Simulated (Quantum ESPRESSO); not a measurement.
Wanted: the native input for a Quantum ESPRESSO 7.5 run.

| Quantity | Value |
| --- | --- |
| Task | single point |
| Functional | PBE |
| Potentials or basis | PseudoDojo 0.4.1 SR PBE standard |
| Cutoff | 1333 eV |
| Density cutoff | 5333 eV |
| k mesh | 4 × 4 × 4 |
| Occupations | fermi-dirac, width 0.05 eV |
| Spin | collinear spin, ferromagnetic start |
| Starting moments | [1.0, 0.0] μB |
| Mixing beta | 0.3 |
| Most SCF iterations | 120 |
| SCF threshold | 4e-10 Ry |

NiO:

```xyz
2
Lattice="0.0000 2.0859 2.0859 2.0859 0.0000 2.0859 2.0859 2.0859 0.0000" Properties=species:S:1:pos:R:3 pbc="T T T"
Ni    0.0000    0.0000    0.0000
O     2.0859    2.0859    2.0859
```

One way to write it, as run:

pw.in

```
&CONTROL
  calculation = 'scf'
  prefix = 'pwscf'
  outdir = './tmp'
  pseudo_dir = './pseudo'
  tprnfor = .true.
  tstress = .true.
  disk_io = 'nowf'
/
&SYSTEM
  ibrav = 0
  nat = 2
  ntyp = 2
  ecutwfc = 98
  nbnd = 22
  occupations = 'smearing'
  smearing = 'fd'
  degauss = 0.00367493
  nspin = 2
  starting_magnetization(1) = 0.0556
  starting_magnetization(2) = 0
/
&ELECTRONS
  conv_thr = 4d-10
  electron_maxstep = 120
  mixing_beta = 0.3
/
ATOMIC_SPECIES
Ni    58.6934 Ni.upf
O     15.9990 O.upf
CELL_PARAMETERS angstrom
   0.0000000000    2.0859016414    2.0859016414
   2.0859016414    0.0000000000    2.0859016414
   2.0859016414    2.0859016414    0.0000000000
ATOMIC_POSITIONS crystal
Ni     0.0000000000    0.0000000000    0.0000000000
O      0.5000000000    0.5000000000    0.5000000000
K_POINTS automatic
4 4 4 0 0 0
```

Potentials or basis: PseudoDojo 0.4.1 SR PBE standard.

The run is started by

```bash
$ OMP_NUM_THREADS=2 pw.x -in pw.in > pw.out
```

It gave:

| Item | Value |
| --- | --- |
| Pressure | 1.8 GPa |
| Band gap on the k mesh | none (metal or under the smearing width) |
| Net moment | 1.46 μB per cell |
| Absolute moment | 1.46 μB per cell |
| Site moments | Ni +1.20; O +0.21 μB |
| Valence electrons inside the program's atomic spheres | Ni 15.69; O 5.66 |

Caveat: the k mesh is coarse (spacing up to 0.65 Å⁻¹), so the values aren't converged; a cell with one magnetic atom can't hold antiferromagnetic order, which such compounds often take; semilocal functionals often make such compounds metallic where correlation or magnetic order opens a gap, which also shifts bond lengths.

Wall time 50 s on 2 threads of Arm Neoverse V1, on a shared host, peak memory 0.06 GiB.
